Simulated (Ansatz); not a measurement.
# CaSe (Fm-3m): phonons against volume, part 2 of 5

Which modes of CaSe drive its thermal expansion?

Experimental results on record:
- heat capacity C_P per formula unit 48.1 J/mol/K near room temperature (given in “High-Throughput Prediction of Finite-Temperature Properties using the Quasi-Harmonic Approximation”, 2016, arXiv:1603.06924)

Ansatz 0.2.0; DFT LDA, scalar-relativistic, plane waves, PAW.

So far. Step 2 (Probe on a coarse mesh): The start is under -3.1 GPa at this level and looks like an insulator or semiconductor on this mesh.

The database entry behind the starting cell differs from later determinations by our own check (0.1 to 0.3 % short, probably kX units), so it need not match the best structure at ambient conditions.

### 4. Relaxing to small residual forces and stress

The thresholds are tightened for a last relaxation ahead of the phonons, and where mesh or smearing change with them the cell follows.

input.yaml reads:

```yaml
crystal:
  lattice:
    - [0.0, 2.8956489215, 2.8956489215]
    - [2.8956489215, 0.0, 2.8956489215]
    - [2.8956489215, 2.8956489215, 0.0]
  atoms:
    - { symbol: Ca, position: [0.0, 0.0, 0.0] }
    - { symbol: Se, position: [0.5, 0.5, 0.5] }
kpoints:
  mp_grid: { grid: [8, 8, 8] }
hamiltonian:
  xc: lda
scf:
  occupations: { method: fixed }
output:
  forces: true
  stress: true
  eigenvalues: true
  write_density: true
  write_potential: true
  elf: true
  volumetric_format: npy
relax:
  adjacent_minimum: "off"
  f_tol: 0.001
  max_steps: 60
  cell: { stress_tol: 0.01 }
```

Run with:

```console
> ansatz run input.yaml --threads 4 --pin off --max-ram 8192MiB --backend cpu --events-out ev --progress --plain --runs-dir out
```

Numbers of over 12 decimals in the logs are rounded to 6 here.

The log of the run:

```text
[...]
Crystal: 2 atoms, lattice volume = 48.559 Å³
Basis set: ecut = 420 eV, 941 PW (Γ)
Bands: 17, of which v1, the nominal top of the filled ones, is band 13 counted from 1 (12 counted from 0)
Symmetry: 48 space group operations
[...]
k-points: 29 of 512
[...]
SCF iter   1: F=—  HF=-7160.093319 eV  |F-HF|=—  |Δ(HF+E_count)|=         —  Δρ=4.88e-3  dr2=5.57e-3  ethr=1.77e-3  ⟨swp⟩=4.2  Hψ=2370  notcnv=0  defer=18
[...]
SCF iter   6: F=-7160.091855 eV  HF=-7160.091855 eV  |F-HF|=1.72e-9  |Δ(HF+E_count)|=   1.71e-9  Δρ=3.52e-6  dr2=3.52e-9  ethr=1.24e-10  ⟨swp⟩=7.4  Hψ=3546  notcnv=0
SCF 1 converged in 6 iterations: F = -7160.091855 eV  dr2 = 3.52e-9
[...]
relax step   1: F+E_penalty+E_count = -7160.09185451 eV  Δ(F+E_penalty+E_count) = +0.000e0 eV  max|allowed force component| = 6.574e-30 eV/Å  Δτ_max = 0.0000 Å  P = -0.007 GPa  Ω = 48.559 Å³  (6 SCF iters, dr2 threshold 1.00e-7 eV, accepted)
[...]
SCF iter   6: F=-7160.091855 eV  HF=-7160.091855 eV  |F-HF|=9.09e-13  |Δ(HF+E_count)|=  9.09e-13  Δρ=6.56e-9  dr2=2.29e-14  ethr=1.00e-12  ⟨swp⟩=4.1  Hψ=1667  notcnv=0
SCF 2 converged in 6 iterations: F = -7160.091855 eV  dr2 = 2.29e-14
relax step   2: F+E_penalty+E_count = -7160.09185451 eV  Δ(F+E_penalty+E_count) = -1.362e-9 eV  max|allowed force component| = 3.813e-30 eV/Å  Δτ_max = 0.0000 Å  P = -0.007 GPa  Ω = 48.559 Å³  stress off target by 6.79e-3 GPa  SCF on the basis re-selected at this cell (its energy is not comparable with the rows above)  (6 SCF iters)
basis re-selected at this cell: Δ(F+E_penalty+E_count) = -1.362e-9 eV, ΔP = -0.000 GPa vs the last step (what re-selecting the basis moved, of the pressure what is left beyond the Pulay correction that the steps carried, after the strain that the cell walked since its last selection, with what the two solves' SCF thresholds leave and, on support functions, any second-order correction that the steps lacked; it is no m [...]
SCF converged after 6 iterations
Free energy (F): -7160.091855 eV
[...]
Internal energy: -7160.091855 eV  (E = F + TS)
E sigma→0 (E₀):  -7160.091855 eV
Fermi energy:    7.567050 eV
[...]
--- Stress (GPa, compression-positive) ---
       -0.006785      -0.000000       0.000000
       -0.000000      -0.006785       0.000000
       -0.000000      -0.000000      -0.006785
  P = ⅓ Tr σ = -0.0068 GPa (-0.068 kbar)
--- Band table (eV; the first three rows and the last of 29) ---
  k-point 0: bands = [... 9 lower, -4.5289, 7.5670, 7.5670, 7.5670, 11.0083, 11.0904, 11.0904, 11.0904]
  k-point 1: bands = [... 9 lower, -4.4191, 6.7222, 7.2846, 7.2846, 11.0628, 11.3229, 11.3229, 11.9909]
  k-point 2: bands = [... 9 lower, -4.1400, 5.3779, 6.7584, 6.7584, 11.1725, 11.8860, 11.8860, 13.3284]
  k-point 28: bands = [... 9 lower, -3.7646, 5.4153, 5.4153, 5.7160, 11.8761, 11.8761, 12.8477, 13.4152]
--- Relaxed structure (1 steps of the walk, 1 accepted, 1 SCFs on fresh bases) ---
[...]
cell:  # Å, volume = 48.5588 Å³
    - [0.0, 2.8956489215, 2.8956489215]
    - [2.8956489215, 0.0, 2.8956489215]
    - [2.8956489215, 2.8956489215, 0.0]
  atoms:
    - { symbol: Ca, position: [0.0, 0.0, 0.0] }
    - { symbol: Se, position: [0.500000, 0.500000, 0.500000] }
```

Run time: 1 s. Hardware: 4 threads of Arm Neoverse V2, shared host; peak memory 0.34 GiB.

Little changed from the start: no atom moved by 0.005 Å and no cell edge by 0.1 %.

Numbers from this step:

* pressure: -0.006785 GPa

Valence density in the ac plane of the conventional cell at fractional y = 0.000, with atoms of Ca and Se within 0.2 Å of it. It is the smooth field of the valence electrons, not physical close to the nuclei.

Ten steps, logarithmic in the rise over the least value, from '_' (0 e/Å³) to '@' (32 e/Å³), each cell a mean:
```
**++::____::==%%@@**::..__..==**
==--..____..::==++--..______::==
....________..::::....________..
________________..______________
....__________________________..
--::..______..::--::______....::
##==::..__..--++++==::____..--**
@@##--..__..==****++--__..::++@@
@@**::..__..==****++::____::==%%
++--..______::====--..____..::==
::....________......________..::
..______________________________
______________......____________
--::______....::--::..______..::
++==::____..--**##==::..__..--++
**++--__..::++@@@@##--..__..==**
```
Columns run along a (5.8 Å), rows up along c (5.8 Å), edges of the conventional cell, whose origin can differ from the input's. Atoms in or near the plane, at fractional coordinates: Ca at (0.00, 0.00), Ca at (0.50, 0.50), Se at (0.50, 0.00), Se at (0.00, 0.50).

Electrostatic potential energy in the ac plane of the conventional cell at fractional y = 0.000, with atoms of Ca and Se within 0.2 Å of it. With pseudopotentials it is smooth inside the atoms' cores, unlike the true potential.

Ten even steps from '_' (-56 eV) to '@' (11 eV), each cell a mean:
```
__::**@@@@%%**%%%%####@@@@%%==__
==++%%@@@@@@##******%%@@@@%%##==
##%%@@@@@@@@@@%%%%%%@@@@@@@@%%%%
@@@@@@@@@@@@@@@@@@@@@@@@@@@@@@@@
@@@@@@@@@@@@@@@@@@@@@@@@@@@@@@@@
####@@@@@@@@%%****##%%@@@@@@%%##
##**##@@@@%%++::..==##@@@@%%**##
%%####@@@@##==____..**@@@@%%**%%
%%####@@@@%%==____::**@@@@%%**%%
****%%@@@@%%##====++%%@@@@@@##**
%%%%@@@@@@@@%%%%##%%@@@@@@@@@@%%
@@@@@@@@@@@@@@@@@@@@@@@@@@@@@@@@
@@@@@@@@@@@@@@@@@@@@@@@@@@@@@@@@
**##%%@@@@@@%%######@@@@@@@@%%**
..==##@@@@%%**####**##@@@@%%++::
__..**@@@@%%**%%%%####@@@@##==__
```
Columns run along a (5.8 Å; values clipped at the 3rd and 97th percentile), rows up along c (5.8 Å), edges of the conventional cell, whose origin can differ from the input's. Atoms in or near the plane, at fractional coordinates: Ca at (0.00, 0.00), Ca at (0.50, 0.50), Se at (0.50, 0.00), Se at (0.00, 0.50).

ELF in the ac plane of the conventional cell at fractional y = 0.000, with atoms of Ca and Se within 0.2 Å of it. It is the smooth field of the valence electrons, not physical close to the nuclei.

Values, 16 rows by 16 columns, each cell a mean:
```
0.82 0.84 0.57 0.15 0.52 0.79 0.73 0.43 0.33 0.62 0.79 0.71 0.24 0.34 0.78 0.83
0.81 0.70 0.31 0.10 0.48 0.76 0.79 0.73 0.71 0.78 0.79 0.66 0.20 0.16 0.55 0.78
0.37 0.23 0.07 0.07 0.34 0.64 0.76 0.79 0.79 0.78 0.72 0.50 0.14 0.06 0.16 0.34
0.24 0.22 0.18 0.12 0.16 0.34 0.48 0.52 0.53 0.51 0.41 0.22 0.11 0.14 0.20 0.24
0.71 0.69 0.59 0.35 0.12 0.07 0.10 0.15 0.17 0.13 0.08 0.08 0.22 0.50 0.66 0.71
0.79 0.79 0.76 0.59 0.18 0.07 0.31 0.57 0.62 0.45 0.16 0.08 0.41 0.72 0.79 0.79
0.55 0.71 0.79 0.69 0.22 0.23 0.70 0.84 0.84 0.79 0.45 0.13 0.51 0.78 0.78 0.62
0.20 0.55 0.79 0.71 0.24 0.37 0.81 0.82 0.79 0.84 0.62 0.17 0.53 0.79 0.71 0.33
0.33 0.62 0.79 0.71 0.24 0.34 0.78 0.83 0.82 0.84 0.57 0.15 0.52 0.79 0.73 0.43
0.71 0.78 0.79 0.66 0.20 0.16 0.55 0.78 0.81 0.70 0.31 0.10 0.48 0.76 0.79 0.73
0.79 0.78 0.72 0.50 0.14 0.06 0.16 0.34 0.37 0.23 0.07 0.07 0.34 0.64 0.76 0.79
0.53 0.51 0.41 0.22 0.11 0.14 0.20 0.24 0.24 0.22 0.18 0.12 0.16 0.34 0.48 0.52
0.17 0.13 0.08 0.08 0.22 0.50 0.66 0.71 0.71 0.69 0.59 0.35 0.12 0.07 0.10 0.15
0.62 0.45 0.16 0.08 0.41 0.72 0.79 0.79 0.79 0.79 0.76 0.59 0.18 0.07 0.31 0.57
0.84 0.79 0.45 0.13 0.51 0.78 0.78 0.62 0.55 0.71 0.79 0.69 0.22 0.23 0.70 0.84
0.79 0.84 0.62 0.17 0.53 0.79 0.71 0.33 0.20 0.55 0.79 0.71 0.24 0.37 0.81 0.82
```
Columns run along a (5.8 Å), rows up along c (5.8 Å), edges of the conventional cell, whose origin can differ from the input's. Atoms in or near the plane, at fractional coordinates: Ca at (0.00, 0.00), Ca at (0.50, 0.50), Se at (0.50, 0.00), Se at (0.00, 0.50).

The residual pressure is -0.0068 GPa, small enough for phonons.

[end of part 2 of 5]

[Logs are printed without paths, hosts, clocks, repeated set-up lines and the standing remarks that a program may print on its own settings, such as how far it seeks lower states.]

[Hosts, paths, dates, database ids (printed as entryN), source tags and the programs' standing remarks are cut or masked in the printed files.]

[A step with changed settings may run another functional than the one named; its input shows which.]

[Of the runs on displaced cells, only some may be shown.]
